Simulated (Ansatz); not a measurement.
## SiC: two-dimensional strain map

The calculation used DFT PBE, scalar-relativistic, plane waves, PAW (Ansatz 0.2.0). The runs took a 420 eV cutoff, a Γ-centred 12×12×4 mesh and Gaussian smearing (0.05 eV). No spin polarisation. Energies are free energies at this smearing, counted from the undisturbed cell; pressure is positive in compression.

Reference structure (relaxed at this level):

```yaml
crystal:
  lattice:
    - [3.09412, 0.00000, 0.00000]
    - [-1.54706, 2.67959, 0.00000]
    - [0.00000, 0.00000, 10.12934]
  atoms:
    - { symbol: Si, position: [0.66667, 0.33333, 0.93784] }
    - { symbol: Si, position: [0.33333, 0.66667, 0.43784] }
    - { symbol: Si, position: [0.00000, 0.00000, 0.68790] }
    - { symbol: Si, position: [0.00000, 0.00000, 0.18790] }
    - { symbol: C, position: [0.66667, 0.33333, 0.74981] }
    - { symbol: C, position: [0.33333, 0.66667, 0.24981] }
    - { symbol: C, position: [0.00000, 0.00000, 0.50045] }
    - { symbol: C, position: [0.00000, 0.00000, 0.00045] }
```

The cell is strained by p along both x and y and by q along z, fractional coordinates fixed. Points are written (p, q).

Energy above the undisturbed cell in meV/atom (a dash: not computed):

| p \ q | -0.080 | -0.040 | 0.000 | 0.040 | 0.080 |
| --- | --- | --- | --- | --- | --- |
| -0.080 | 510.6 | 372.8 | 318.7 | 326.7 | 380.4 |
| -0.040 | 237.7 | 113.2 | 71.2 | 90.1 | 153.7 |
| 0.000 | ? | 32.9 | 0.0 | 26.7 | 96.9 |
| 0.040 | 187.9 | 82.9 | 57.1 | ? | 163.9 |
| 0.080 | ? | ? | 205.2 | 241.7 | 318.9 |

Question: Fill in the withheld energies.

Answer: (0.000, -0.080): 146.8; (0.040, 0.040): 89.5; (0.080, -0.080): 322.3; (0.080, -0.040): 225.2.